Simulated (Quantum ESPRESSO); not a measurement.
## Mo: changing the dispersion correction

The cell as given:

Space group Im-3m (No. 229). a = 3.168 Å, b = 3.168 Å, c = 3.168 Å, α = 90.00°, β = 90.00°, γ = 90.00°
```json
{"atom": "Mo", "site": "2a", "symmetry": "m-3m", "x": "0.0000", "y": "0.0000", "z": "0.0000"}
```

Kept alike: task relaxation of cell and atoms; functional revPBE; k mesh 12 × 12 × 12; occupations fermi-dirac, width 0.05 eV; no spin polarisation. Program: Quantum ESPRESSO, PseudoDojo 0.4.1 SR PBE standard, cutoff 1088 eV. The mesh is that of the run's cell of 1 atom. No spin-orbit coupling.

```csv
dispersion correction,volume (Å³/atom)
D2,15.813
D3(zero),15.232
D3(BJ),15.185
none,15.940
rVV10,15.691
```

The relaxations keep at least the cell's symmetry (Im-3m). For a metal such a mesh leaves the last digits unconverged. Relaxations stop with a little pressure left, so the last digits of a volume or edge aren't settled. All rows use potentials made for PBE.

Question: What does the dispersion correction change here?

Answer: The volume runs from 15.185 (D3(BJ)) to 15.940 Å³/atom (none). Against no correction: D2 -0.8 %; D3(zero) -4.4 %; D3(BJ) -4.7 %; rVV10 -1.6 %. Dispersion terms mostly attract and so lower the volume; the schemes' coefficients and damping set how far. Measured: 15.59 Å³/atom (pmc:5456621, doi:10.3390/ma9100834); nearest rVV10, 0.10 Å³/atom off. The runs are for a static lattice.
